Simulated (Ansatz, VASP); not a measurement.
# Ru: VASP beside Ansatz

```
Ru
1.0
     2.71980    0.00000    0.00000
    -1.35990    2.35541    0.00000
     0.00000    0.00000    4.29666
Ru
2
Direct
  0.33333 0.66667 0.25000
  0.66667 0.33333 0.75000
```

Alike in both runs: functional PBE; k mesh 18 × 18 × 10; occupations gaussian, width 0.1 eV; no spin polarisation.

Ansatz relaxed the structure, and its values are those at the end. VASP's run is a single point on that final structure, the one shown.

|  | VASP | Ansatz |
| --- | --- | --- |
| version | VASP 6.6.1 | Ansatz 0.2.0 |
| potentials or method | VASP PAW PBE potentials, release 64 (Ru_pv) | scalar-relativistic, plane waves, PAW |
| plane-wave cutoff (eV) | 520 | 420 |
| valence electrons in the cell | 28 | 32 |

|  | VASP | Ansatz | Ansatz less VASP |
| --- | --- | --- | --- |
| gap on the k mesh at the Fermi level (eV) | none | none | - |
| pressure (GPa) | -0.1 | 0.0 | +0.06 |

A gap of «none» marks a metal or a gap that the smearing closes. The two sets of potentials don't hold the same shells in valence.
